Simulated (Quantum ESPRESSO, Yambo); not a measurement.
An input for Quantum ESPRESSO 7.5 (CdSe (F-43m)):

```
&control
  calculation = 'nscf'
  prefix = 'x'
  outdir = 'o'
  pseudo_dir = 'pseudo'
/
&system
  ibrav = 0
  nat = 2
  ntyp = 2
  ecutwfc = 104.0
  nbnd = 252
  force_symmorphic = .true.
/
&electrons
  conv_thr = 1e-9
  electron_maxstep = 80
  diago_full_acc = .true.
  diago_thr_init = 5e-6
/
ATOMIC_SPECIES
  Cd 112.41 Cd.upf
  Se 78.971 Se.upf
CELL_PARAMETERS angstrom
  0.0000000000 3.0250000000 3.0250000000
  3.0250000000 0.0000000000 3.0250000000
  3.0250000000 3.0250000000 0.0000000000
ATOMIC_POSITIONS crystal
  Cd 0.0000000000 0.0000000000 0.0000000000
  Se 0.7500000000 0.7500000000 0.7500000000
K_POINTS automatic
  4 4 4 0 0 0
```

```sh
OMP_NUM_THREADS=1 mpirun -n 4 pw.x -nk 4 -in pw.in > pw.out
```

How long will it take on 4 MPI ranks of Arm Neoverse V2, shared host, and how much memory?

It took 38 s; on shared hardware allow 19 s to 76 s. Peak host memory was 0.79 GiB.

[Paths, hosts, dates, memory and timing lines, banners, echoed tables and standing remarks are left out of the program output.]

[Logs are printed without paths, hosts, clocks, repeated set-up lines and the standing remarks that a program may print on its own settings, such as how far it seeks lower states.]

[Runs of the session that timed out or met a known fault of the program may be left out.]

[Hosts, paths, dates, database ids (printed as entryN), source tags and the programs' standing remarks are cut or masked in the printed files.]
